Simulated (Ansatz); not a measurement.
**Ti5Si: properties at the relaxed cell**

The task here is to estimate one member of a computed series from the others.

Program: Ansatz 0.2.0. Level of theory: DFT PBE, scalar-relativistic, plane waves, PAW. These are calculated values, not measurements.

1 further run of the same task is left out (set aside as unsound or not needed).

**Starting point**

It takes space group R32 (No. 155, trigonal). Conventional cell: a = 5.048 Å, b = 5.048 Å, c = 13.315 Å, α = 90.00°, β = 90.00°, γ = 120.00°. Ti (site symmetry 3) has 9 Ti at 2.84 to 2.94 Å and 3 Si at 2.92 Å as nearest neighbours. Ti (site symmetry 2) has 8 Ti at 2.68 to 2.88 Å and 2 Si at 2.71 Å as nearest neighbours. Around Si (site symmetry 32) lie 12 Ti at 2.71 to 2.92 Å.

Coordinates:

```cif
data_structure
_symmetry_space_group_name_H-M 'P 1'
_symmetry_Int_Tables_number 1
_cell_length_a 5.3099
_cell_length_b 5.3099
_cell_length_c 5.3099
_cell_angle_alpha 56.769
_cell_angle_beta 56.769
_cell_angle_gamma 56.769
_cell_volume 97.97
loop_
_atom_site_label
_atom_site_type_symbol
_atom_site_fract_x
_atom_site_fract_y
_atom_site_fract_z
_atom_site_occupancy
Ti1 Ti 0.15136 0.15136 0.15136 1
Ti2 Ti 0.60456 0.39544 0.00000 1
Ti3 Ti 0.00000 0.60456 0.39544 1
Ti4 Ti 0.84864 0.84864 0.84864 1
Ti5 Ti 0.39544 0.00000 0.60456 1
Si1 Si 0.50000 0.50000 0.50000 1
```

It goes back to an entry of the Materials Project, which need not be the stable form.

This cell was relaxed beforehand with the same method: volume 16.33 Å³/atom, gap on the mesh none (metal).

Set-up of the first run:

input.yaml reads:

```yaml
crystal:
  lattice:
    - [2.5242456764, 1.4573739208, 4.4383588871]
    - [-2.5242456764, 1.4573739208, 4.4383588871]
    - [0.0, -2.9147478416, 4.4383588871]
  atoms:
    - { symbol: Ti, position: [0.1513621523, 0.1513621523, 0.1513621523] }
    - { symbol: Ti, position: [0.6045557533, 0.3954442467, 0.0] }
    - { symbol: Ti, position: [0.0, 0.6045557533, 0.3954442467] }
    - { symbol: Ti, position: [0.8486378477, 0.8486378477, 0.8486378477] }
    - { symbol: Ti, position: [0.3954442467, 0.0, 0.6045557533] }
    - { symbol: Si, position: [0.5, 0.5, 0.5] }
basis:
  ecutwfc: 420
kpoints:
  mp_grid: { grid: [12, 12, 12] }
  band_path:
    path:
      - [[0.0, 0.0, 0.0], [0.5, 0.5, 0.5], [0.76145369, 0.23854631, 0.5]]
      - [[0.5, -0.23854631, 0.23854631], [0.5, 0.0, 0.0], [0.0, 0.0, 0.0], [0.36927315, -0.36927315, 0.0]]
      - [[0.63072685, 0.0, 0.36927315], [0.5, 0.0, 0.5], [0.0, 0.0, 0.0]]
    npoints: 14
hamiltonian:
  xc: pbe
scf:
  occupations: { method: gaussian, width: 0.1 }
  n_extra_bands: 15
output:
  forces: true
  stress: true
  eigenvalues: true
  populations: true
  dos: { projected: true, de: 0.02, nscf_kmesh: { grid: [18, 18, 18] } }
  bader: true
  write_density: true
  write_potential: true
  elf: true
  volumetric_format: npy
```

Command:

```
$ ansatz run input.yaml --threads 1 --pin off --max-ram 2560MiB --backend cpu --events-out ev --progress --plain --runs-dir out
```

Steps of the session up to this table: Electronic structure at the relaxed geometry; Point at V/V0 = 0.97; The cell scaled to 1.03 of its volume; Point at V/V0 = 0.94; Volume × 1.06.

One of the session's tables, all rows but one given; the rest of the session is left out.

It belongs to the step «Energy against volume». 

| volume (Å³/atom) | energy above the lowest point (meV/atom) | pressure (GPa) |
| --- | --- | --- |
| 15.348 | 24.3 | 8.40 |
| 15.838 | ? | ? |
| 16.328 | 0.0 | -0.02 |
| 16.818 | 5.4 | -3.40 |
| 17.307 | 20.4 | -6.32 |

Estimate the missing values for volume (Å³/atom) = 15.838.

Worked estimate for «energy above the lowest point (meV/atom)». A straight line through the neighbours (15.348, 24.3) and (16.328, 0.0) gives 24.3 + (0.0 − 24.3) × (15.838 − 15.348) / (16.328 − 15.348) = 12.2; a parabola fitted to 3 rows on both sides gives 6.3.

**Answer.** energy above the lowest point (meV/atom): 5.7; pressure (GPa): 3.89. In «energy above the lowest point (meV/atom)» the line misses by +6.5 and the parabola by +0.6.
